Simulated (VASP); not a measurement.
Wanted: the native input for a VASP 6.6.1 run.

* Task: relaxation of cell and atoms
* Functional: PBE
* Dispersion: D3(BJ)
* Potentials or basis: VASP PAW PBE potentials, release 64 (Te, Mo_sv)
* Cutoff: 600 eV
* k mesh: 9 × 9 × 2
* Occupations: gaussian, width 0.03 eV
* Spin: no spin polarisation
* Further INCAR settings: ALGO = Normal; EDIFF = 1e-06; IBRION = 2; EDIFFG = -0.01; NSW = 90; ISIF = 3

The structure of Te2Mo lies in POSCAR:

```
Te2Mo
1.0
    3.5182000000      0.0000000000      0.0000000000
   -1.7591000000      3.0468505756      0.0000000000
    0.0000000000      0.0000000000     13.9736000000
Te Mo
4 2
Direct
    0.3333333333      0.6666666667      0.6210000000
    0.6666666667      0.3333333333      0.1210000000
    0.3333333333      0.6666666667      0.8790000000
    0.6666666667      0.3333333333      0.3790000000
    0.3333333333      0.6666666667      0.2500000000
    0.6666666667      0.3333333333      0.7500000000
```

These files were run (other wordings do the same):

INCAR

```
SYSTEM = Te2Mo
ALGO     = Normal         ! electronic algorithm
EDIFF    = 1E-6           ! SCF threshold, eV
EDIFFG   = -0.01          ! ionic threshold
ENCUT    = 600            ! plane-wave cutoff, eV
GGA      = PE             ! functional
IBRION   = 2              ! ionic algorithm
ISIF     = 3              ! what is computed and relaxed
ISMEAR   = 0              ! smearing method
IVDW     = 12             ! dispersion correction
KPAR     = 4            
LASPH    = .TRUE.         ! aspherical terms in the spheres
LCHARG   = .FALSE.        ! write CHGCAR
LREAL    = .FALSE.        ! projectors in reciprocal space
LWAVE    = .FALSE.        ! write WAVECAR
NELM     = 80             ! most SCF steps
NSW      = 90             ! ionic steps
PREC     = Accurate       ! precision mode
SIGMA    = 0.03           ! smearing width, eV
```

KPOINTS

```
k-points
0
G
  9 9 2
  0 0 0
```

Potentials or basis: VASP PAW PBE potentials, release 64 (Te, Mo_sv).

Run with:

```bash
$ cat potpaw_PBE.64/Te/POTCAR potpaw_PBE.64/Mo_sv/POTCAR > POTCAR
$ mpirun -np 4 vasp_std > vasp.out
```

It gave:

```json
{"Relaxed volume": "24.15 Å³/atom", "Relaxed cell": "a = 3.496 Å, b = 3.496 Å, c = 13.695 Å, α = 90.00°, β = 90.00°, γ = 120.00°", "Space group after relaxing (to 0.05 Å)": "P6_3/mmc (No. 194)", "Energy gained by relaxing": "4.2 meV/atom", "Ionic steps": "11", "Pressure after relaxing": "0.0 GPa", "Band gap on the k mesh": "0.67 eV, indirect (least direct gap 1.03 eV)", "Dispersion energy per atom": "-0.554 eV"}
```

Caveat: spin-orbit coupling is left out, which moves the levels of the heavy elements; an odd mesh through Γ misses points on the zone boundary, where band edges often lie.

Run time: 4.4 min on 4 MPI ranks on Intel(R) Xeon(R) Platinum 8259CL CPU @ 2.50GHz (Skylake/Cascade Lake), with other jobs on the host, peak memory 0.38 GiB a rank.
